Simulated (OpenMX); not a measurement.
Runs of OpenMX 3.8.5 on Pd. Symmetry: Fm-3m, No. 225, cubic system. The conventional cell has a = 3.893 Å, b = 3.893 Å, c = 3.893 Å, α = 90.00°, β = 90.00°, γ = 90.00°. Pd (site symmetry m-3m) has 12 Pd at 2.75 Å as nearest neighbours. 

| cell | gap on the mesh (eV) | pressure (GPa) |
| --- | --- | --- |
| Fm-3m, 14.75 Å³/atom | none | (a) |
| Fm-3m, 14.16 Å³/atom | none | 22.3 |
| Fm-3m, 15.93 Å³/atom | none | -2.9 |
| Fm-3m, 15.34 Å³/atom | none | (b) |
| Fm-3m, 13.57 Å³/atom | none | 35.5 |

Alike in all rows: task single point; level PBE; potentials or basis OpenMX 2013 PBE set, Pd7.0-s3p2d2, grid cutoff 400 Ry; no spin polarisation; k mesh 9 × 9 × 9; smearing fermi-dirac 0.05 eV.

Problem. Fill in the values left out.

Solution. (a) 11.8; (b) 3.5.

Caveats: the basis of atomic orbitals isn't converged, which shifts pressures, moduli and gaps.

A k mesh can miss the band edges, and the runs leave out spin-orbit coupling on Pd.

A gap of «none» marks a metal or a gap under the smearing width.
